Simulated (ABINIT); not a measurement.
The system is CdF2.

```xyz
3
Lattice="0.0000 2.6940 2.6940 2.6940 0.0000 2.6940 2.6940 2.6940 0.0000" Properties=species:S:1:pos:R:3 pbc="T T T"
Cd    0.0000    0.0000    0.0000
F     4.0410    4.0410    4.0410
F     1.3470    1.3470    1.3470
```

```yaml
Program: ABINIT 10.8.3 (patched build)
Task: relaxation of cell and atoms
Functional: LDA
Potentials_or_basis: JTH PAW LDA v2.0
Cutoff: 626 eV
k_mesh: 7 × 7 × 7
Occupations: fermi-dirac, width 0.05 eV
Spin: no spin polarisation
```

At the start: pressure -5.7 GPa; volume 13.03 Å³/atom.

Question: How do energy, volume and symmetry change on relaxing?

Answer: Over 5 steps the energy falls by 12.2 meV/atom and the volume is 12.39 Å³/atom (-5.0 %); space group Fm-3m (No. 225, to 0.05 Å).

Step by step:
```tsv
step	energy change (eV)	largest force (eV/Å)	pressure (GPa)	volume (Å³)
1	0.0000	0.0000	-5.74	39.10
2	-0.0207	0.0000	-3.93	38.42
3	-0.0365	0.0000	0.43	37.04
4	-0.0366	0.0000	-0.02	37.17
5	-0.0366	0.0000	0.00	37.17
```

Final structure:
```
Cd F
1.0
     0.00000    2.64879    2.64879
     2.64879    0.00000    2.64879
     2.64879    2.64879    0.00000
Cd F
1 2
Direct
  0.00000 0.00000 0.00000
  0.75000 0.75000 0.75000
  0.25000 0.25000 0.25000
```
